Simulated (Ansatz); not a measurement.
Wanted: the native input for an Ansatz 0.2.0 run.

- Task: density of states
- Functional: PBEsol
- Potentials or basis: all-electron LAPW, scalar-relativistic
- Cutoff: 207 eV (chosen from the basis error)
- Basis error allowed: 0.002 eV/atom
- k mesh: 11 × 11 × 11
- Occupations: fermi-dirac, width 0.05 eV
- Spin: no spin polarisation
- Hubbard terms: Nb d U = 2 eV

Crystal: NbP.

```xyz
4
Lattice="-1.6749 1.6749 5.7401 1.6749 -1.6749 5.7401 1.6749 1.6749 -5.7401" Properties=species:S:1:pos:R:3 pbc="T T T"
Nb    1.6749    0.0000    2.8687
Nb    0.0000    0.0000    5.7387
P     0.0000    1.6749    3.8200
P     0.0000    0.0000    0.9500
```

The cell is a database's computed one.

The input as run:

input.yaml

```yaml
crystal:
  lattice:
    - [-1.6749232544, 1.6749232544, 5.7401081759]
    - [1.6749232544, -1.6749232544, 5.7401081759]
    - [1.6749232544, 1.6749232544, -5.7401081759]
  atoms:
    - { symbol: Nb, position: [0.2498808, 0.7498808, 0.5] }
    - { symbol: Nb, position: [0.4998808, 0.4998808, 0.0] }
    - { symbol: P, position: [0.83274777, 0.33274777, 0.5] }
    - { symbol: P, position: [0.08274777, 0.08274777, 0.0] }
kpoints:
  mp_grid: { grid: [11, 11, 11] }
scf:
  occupations: { method: fermi_dirac, width: 0.05 }
hamiltonian:
  xc: pbesol
  pseudopotentials: { kind: all_electron, lapw: { basis_error: 0.002 } }
  hubbard:
    sites: [{ species: Nb, l: d, u_eff: 2 }]
    double_counting: fll
    projectors: ortho-atomic
output:
  forces: true
  stress: true
  eigenvalues: true
  dos: { projected: false, de: 0.1, e_range: [-10, 10] }
```

Potentials or basis: all-electron LAPW, scalar-relativistic.

Command:

```sh
$ ansatz run input.yaml --threads 2 --pin off --max-ram 8192MiB --backend cpu --events-out ev --progress --plain --runs-dir out
```

Results of the run:

- Pressure: -5.6 GPa
- Largest force: 0.014 eV/Å
- Band gap on the k mesh: none (metal or under the smearing width)

Caveat: U is the effective U less J, on atomic orbitals that reach past the spheres; U without spin polarisation on a metal has little footing; the U is typed as a test and isn't derived for this compound.

Wall time 2.8 min on 2 threads of Intel(R) Xeon(R) Processor @ 2.50GHz (Skylake/Cascade Lake) (shared host), peak memory 0.9 GiB.
